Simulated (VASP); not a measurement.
## Si: relaxation of cell and atoms with PBEsol

The system is Si.

```
CELL_PARAMETERS angstrom
0.00000 2.71356 2.71356
2.71356 0.00000 2.71356
2.71356 2.71356 0.00000
ATOMIC_POSITIONS crystal
Si 0.75000 0.75000 0.75000
Si 0.50000 0.50000 0.50000
```

```yaml
Program: VASP 6.6.1
Task: relaxation of cell and atoms
Functional: PBEsol
Potentials_or_basis: VASP PAW PBE potentials, release 64 (Si)
Cutoff: 600 eV
k_mesh: 10 × 10 × 10
Occupations: gaussian, width 0.03 eV
Spin: no spin polarisation
Target_pressure: 7.75 GPa
Further_INCAR_settings: ALGO = Normal; EDIFF = 1e-06; IBRION = 2; EDIFFG = -0.01; NSW = 90; ISIF = 3
Target_pressure: 7.75 GPa
```

```yaml
Relaxed_volume: 18.69 Å³/atom
Relaxed_cell: a = 3.753 Å, b = 3.753 Å, c = 3.753 Å, α = 60.00°, β = 60.00°, γ = 60.00°
Space_group_after_relaxing_to_0.05_Å: Fd-3m (No. 227)
Energy_change_on_relaxing_the_enthalpy_is_what_falls: +31.7 meV/atom
Ionic_steps: 4
Pressure_after_relaxing: 7.8 GPa
Band_gap_on_the_k_mesh: 0.34 eV, indirect (least direct gap 2.54 eV)
```

Step by step:
```tsv
step	energy change (eV)	largest force (eV/Å)	pressure (GPa)	volume (Å³)
1	0.0000	0.0000	0.46	39.96
2	0.2525	0.0000	17.47	34.93
3	0.0610	0.0000	7.66	37.42
4	0.0634	0.0000	7.82	37.38
```

Final structure:
```
Si
1.0
     0.00000    2.65370    2.65370
     2.65370    0.00000    2.65370
     2.65370    2.65370    0.00000
Si
2
Direct
  0.75000 0.75000 0.75000
  0.50000 0.50000 0.50000
```

Levels at points of the mesh, in eV from the valence-band top:
```csv
k point,band 2,band 3,band 4,band 5,band 6,band 7
"(0.00, 0.00, 0.00)",0.00,0.00,0.00,2.54,2.54,2.54
"(0.50, 0.00, 0.00)",-7.36,-1.26,-1.26,1.71,3.23,3.23
"(0.50, 0.50, 0.00)",-8.06,-3.06,-3.06,0.44,0.44,10.66
```

Wall time 17 s on 1 thread of Intel(R) Xeon(R) Platinum 8488C (Sapphire Rapids), on a shared host, peak memory 0.17 GiB.

Caveat: the cell is relaxed towards a set pressure, so the enthalpy falls and the energy may rise; the PAW data sets were made with another functional, which shifts forces and pressure a little. A k mesh can miss the band edges.
